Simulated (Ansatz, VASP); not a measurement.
Two plane-wave programs on Cu

```
Cu
1.0
     0.00000    1.76960    1.76960
     1.76960    0.00000    1.76960
     1.76960    1.76960    0.00000
Cu
1
Direct
  0.00000 0.00000 0.00000
```

Alike in both runs: task single point; functional PBE; dispersion D4; k mesh 13 × 13 × 13; occupations methfessel-paxton of order 1, width 0.05 eV; no spin polarisation.

```csv
,VASP,Ansatz
version,VASP 6.6.1,Ansatz 0.2.0
potentials or method,"VASP PAW PBE potentials, release 64 (Cu)",Ansatz PAW earlier set
plane-wave cutoff (eV),520,1050
valence electrons in the cell,11,19
```

```tsv
	VASP	Ansatz	Ansatz less VASP
gap on the k mesh at the Fermi level (eV)	none	none	-
pressure (GPa)	5.8	5.0	-0.84
dispersion energy (meV/atom)	-594.4	-594.4	-0.01
```

A gap of «none» marks a metal or a gap that the smearing closes. The two sets of potentials don't hold the same shells in valence.

Caveats: pairwise dispersion overbinds metals, which lowers pressure and volume.
